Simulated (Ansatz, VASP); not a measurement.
BeTe: VASP beside Ansatz

```xyz
2
Lattice="0.0000 2.7145 2.7145 2.7145 0.0000 2.7145 2.7145 2.7145 0.0000" Properties=species:S:1:pos:R:3 pbc="T T T"
Be    0.0000    0.0000    0.0000
Te    4.0718    4.0718    4.0718
```

Alike in both runs: functional PBEsol; k mesh 8 × 8 × 8; no spin polarisation.

Ansatz relaxed the structure, and its values are those at the end. VASP's run is a single point on that final structure, the one shown.

|  | VASP | Ansatz |
| --- | --- | --- |
| version | VASP 6.6.1 | Ansatz 0.2.0 |
| potentials or method | VASP PAW PBE potentials, release 64 (Be, Te) | PAW with Ansatz's default frozen-core files, scalar-relativistic |
| plane-wave cutoff (eV) | 520 | 420 |
| occupations | gaussian, width 0.01 eV | fixed |
| valence electrons in the cell | 8 | 18 |

Ansatz gave:

* pressure (GPa): 7.0

What did VASP give for the same quantities?

Pressure (GPa): 7.3.

The two sets of potentials don't hold the same shells in valence.

Caveats: the PAW data sets were made with another functional, which shifts forces and pressure a little (VASP). A k mesh can miss the band edges.
